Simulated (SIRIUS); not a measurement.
A run of SIRIUS 7.12.0:

Contents of run.py:

```python
import json, subprocess
import numpy as np
from ase.io import read
from ase.units import Bohr, Hartree
from ase.calculators.calculator import Calculator, all_changes, SCFError
from ase.optimize import BFGS
from ase.calculators.mixing import SumCalculator
from dftd3.ase import DFTD3

class Sirius(Calculator):
    """Writes sirius.json, runs sirius.scf and reads output.json. Species files lie in the folder."""
    implemented_properties = ["energy", "free_energy", "forces", "magmom", "magmoms"]

    def __init__(self, settings, start):
        super().__init__()
        self.settings, self.start, self.warm = settings, start, False

    def run(self, atoms, settings, task):
        symbols = atoms.get_chemical_symbols()
        types = sorted(set(symbols))
        spin = settings["parameters"]["num_mag_dims"] > 0
        rows = {t: [] for t in types}
        for s, x, m in zip(symbols, atoms.get_scaled_positions(wrap=False), atoms.get_initial_magnetic_moments()):
            rows[s].append(list(x) + ([0, 0, m] if spin else []))
        cell = dict(lattice_vectors=(atoms.cell[:] / Bohr).tolist(), atom_types=types,
                    atom_files={t: t + ".json" for t in types}, atoms=rows)
        with open("sirius.json", "w") as f:
            json.dump(dict(settings, unit_cell=cell), f, indent=1)
        with open("sirius.log", "a") as log:
            subprocess.run(["sirius.scf", "--input=sirius.json", "--output=output.json", f"--task={task}"],
                           stdout=log, stderr=log, check=True)
        with open("output.json") as f:
            return json.load(f)["ground_state"], np.argsort(np.argsort(symbols, kind="stable"))

    def calculate(self, atoms=None, properties=["energy"], system_changes=all_changes):
        super().calculate(atoms, properties, system_changes)
        if not self.warm or "cell" in system_changes:
            loose = dict(self.settings, parameters={**self.settings["parameters"], **self.start})
            self.run(atoms, loose, task=0)  # loose LDA density as the start
            self.warm = True
        gs, order = self.run(atoms, self.settings, task=1)
        if not gs["converged"]:
            raise SCFError("SIRIUS did not converge")
        e = gs["energy"]
        free = e["free"] * Hartree  # E - TS, whose slope the forces are
        self.results = dict(energy=free, free_energy=free,
                            forces=np.array(gs["forces"])[order] * Hartree / Bohr)
        if "magnetisation" in gs:
            self.results["magmom"] = gs["magnetisation"]["total"][2]
            self.results["magmoms"] = np.array(gs["magnetisation"]["atoms"])[order, 2]
        self.gap, self.fermi = gs["band_gap"] * Hartree, gs["efermi"] * Hartree

settings = {'control': {'processing_unit': 'cpu',
             'std_evp_solver_name': 'lapack',
             'gen_evp_solver_name': 'lapack',
             'verbosity': 1,
             'print_forces': True,
             'ortho_rf': True,
             'use_second_variation': True,
             'rmt_max': 3.0},
 'parameters': {'electronic_structure_method': 'full_potential_lapwlo',
                'xc_functionals': ['XC_GGA_X_PBE', 'XC_GGA_C_PBE'],
                'core_relativity': 'dirac',
                'valence_relativity': 'iora',
                'num_fv_states': 23,
                'smearing': 'fermi_dirac',
                'smearing_width': 0.0018374661,
                'pw_cutoff': 21,
                'gk_cutoff': 3.95,
                'lmax_apw': 10,
                'lmax_rho': 8,
                'lmax_pot': 8,
                'num_mag_dims': 0,
                'auto_rmt': 0,
                'ngridk': [8, 8, 5],
                'shiftk': [0, 0, 0],
                'num_dft_iter': 80,
                'energy_tol': 1e-07,
                'density_tol': 1e-05,
                'use_symmetry': True},
 'settings': {'tol_ne': 1e-10},
 'iterative_solver': {'type': 'exact'},
 'mixer': {'type': 'anderson', 'beta': 0.5, 'max_history': 8}}
start = {'xc_functionals': ['XC_LDA_X', 'XC_LDA_C_PW'],
 'ngridk': [3, 3, 2],
 'gk_cutoff': 3.16,
 'smearing': 'fermi_dirac',
 'smearing_width': 0.0055,
 'energy_tol': 0.01,
 'density_tol': 0.05,
 'num_dft_iter': 30}

from ase import Atoms
atoms = Atoms(['Ti', 'Ti'],
              cell=[[2.95, 0.0, 0.0], [-1.475, 2.5547749412, 0.0], [0.0, 0.0, 4.68]],
              scaled_positions=[[0.686162, 0.32688, 0.748487], [0.337973, 0.672908, 0.24873]], pbc=True)
sirius = Sirius(settings, start)
dispersion = DFTD3(method="pbe", damping="d3zero")
atoms.calc = SumCalculator([sirius, dispersion])

opt = BFGS(atoms, trajectory="relax.traj")
done = opt.run(fmax=0.03, steps=20)
print("converged", done)
print("scaled positions")
print(atoms.get_scaled_positions())
print("gap", sirius.gap, "eV")
result = dict(done=bool(done), free_energy=atoms.get_potential_energy(), forces=atoms.get_forces().tolist())
result.update(gap=sirius.gap, fermi=sirius.fermi, **{k: np.array(v).tolist() for k, v in sirius.results.items() if "mag" in k})
result['dispersion'] = dispersion.get_potential_energy(atoms)
with open("result.json", "w") as f:
    json.dump(result, f)
```

Potentials or basis: all-electron FP-LAPW, apw+lo standard.

Launch:

```sh
$ OMP_NUM_THREADS=1 python run.py
```

Hardware: 1 thread of Intel(R) Xeon(R) Platinum 8259CL CPU @ 2.50GHz (Skylake/Cascade Lake), on a shared host.

Q: How long does it take, and how much memory?

A: Run time: 6.7 min on 1 thread of Intel(R) Xeon(R) Platinum 8259CL CPU @ 2.50GHz (Skylake/Cascade Lake), with other jobs on the host, peak memory 0.78 GiB. Counts: scf iterations 24, scf runs 4, bands 23, ion steps 3.
